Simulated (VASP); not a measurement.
# Cu: single point with RPBE

Crystal: Cu.

```xyz
1
Lattice="-1.4978 1.4978 1.4978 1.4978 -1.4978 1.4978 1.4978 1.4978 -1.4978" Properties=species:S:1:pos:R:3 pbc="T T T"
Cu    0.0000    0.0000    0.0000
```

This isn't the form of Cu at room conditions, which is fcc.

* Program: VASP 6.6.1
* Task: single point
* Functional: RPBE
* Potentials or basis: VASP PAW PBE potentials, release 64 (Cu)
* Cutoff: 520 eV
* k mesh: 17 × 17 × 17
* Occupations: fermi-dirac, width 0.1 eV
* Spin: no spin polarisation
* Dipole correction: no
* Further INCAR settings: ALGO = Normal; EDIFF = 1e-06; NBANDS = 12

* Pressure: -7.2 GPa
* Band gap on the k mesh: none (metal or under the smearing width)

Levels at points of the mesh, in eV from the Fermi level:
```csv
k point,band 3,band 4,band 5,band 6,band 7,band 8,band 9,band 10
"(0.00, 0.00, 0.00)",-2.71,-2.71,-1.88,-1.88,23.76,23.76,23.76,25.68
```

Run time: 9.4 s on 1 thread of Intel(R) Xeon(R) 6975P-C (Granite Rapids), with other jobs on the host, peak memory 0.14 GiB.

Caveat: the PAW data sets were made with another functional, which shifts forces and pressure a little.
